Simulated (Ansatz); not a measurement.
Crystal: W.

```
CELL_PARAMETERS angstrom
0.00000 2.03000 2.03000
2.03000 0.00000 2.03000
2.03000 2.03000 0.00000
ATOMIC_POSITIONS crystal
W 0.00000 0.00000 0.00000
```

This isn't the form of W at room conditions, which is bcc.

| Quantity | Value |
| --- | --- |
| Program | Ansatz 0.2.0 |
| Task | relaxation of cell and atoms |
| Functional | HSE06 |
| Potentials or basis | Ansatz PAW |
| Cutoff | 420 eV (not typed: the program's choice for these potentials) |
| k mesh | 6 × 6 × 6 |
| Occupations | fermi-dirac, width 0.05 eV |
| Spin | no spin polarisation |

At the start: volume 16.73 Å³/atom.

**Question.** Where does the relaxation end?

**Answer.** It ends after 4 steps and the volume is 16.24 Å³/atom (-3.0 %); space group Fm-3m (No. 225, to 0.05 Å).

The path:
```csv
step,energy change (eV),largest force (eV/Å),volume (Å³)
1,0.0000,0.0000,16.73
2,-0.0146,0.0000,16.25
3,-0.0146,0.0000,16.24
4,-0.0144,0.0000,16.24
```

Final structure:
```
W
1.0
     0.00000    2.00977    2.00977
     2.00977    0.00000    2.00977
     2.00977    2.00977    0.00000
W
1
Cartesian
  0.0000 0.0000 0.0000
```

Caveat: the k mesh is coarse (spacing up to 0.45 Å⁻¹), so the values aren't converged, least of all with exact exchange; the plane-wave basis is chosen anew once the cell has moved, so the energies of steps on either side of that aren't comparable; the PAW data sets come from PBE, with cores solved anew for the run's functional, which leaves a small shift of forces and pressure.
